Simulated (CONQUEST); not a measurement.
AlN:

```
Al N
1.0
     3.11300    0.00000    0.00000
     0.00000    4.98100    0.00000
     0.00000    0.00000    5.39187
Al N
4 4
Direct
  0.00505 0.50173 0.33244
  0.50505 0.50173 0.83244
  0.00743 0.99387 0.66295
  0.50743 0.99387 0.16295
  0.49604 0.86875 0.82033
  0.99604 0.86875 0.32033
  0.49966 0.37511 0.16345
  0.99966 0.37511 0.66345
```

The cell isn't the ideal one: atoms moved at random, drawn with an rms of 0.05 Å.

Base run:

| Property | Result |
| --- | --- |
| Program | CONQUEST 1.3 |
| Functional | PBE |
| Potentials or basis | PseudoDojo NC PBE, DZP, grid cutoff 150 Ha |
| k mesh | 7 × 5 × 4 |
| Occupations | fermi-dirac, width 0.05 eV |
| Spin | no spin polarisation |

Its results: band gap on the k mesh 4.43 eV; pressure 7.1 GPa; largest force 1.451 eV/Å.

The run is repeated on the same cell with these changes: potentials or basis from PseudoDojo NC PBE, DZP, grid cutoff 150 Ha to PseudoDojo NC PBE, SZP, grid cutoff 150 Ha. What comes out?

Band gap on the k mesh 4.90 eV; pressure 9.6 GPa; largest force 1.564 eV/Å.

Caveats: an odd mesh through Γ misses points on the zone boundary, where band edges often lie; the basis of atomic orbitals isn't converged, which shifts pressures, moduli and gaps; the atomic basis is small (some runs).
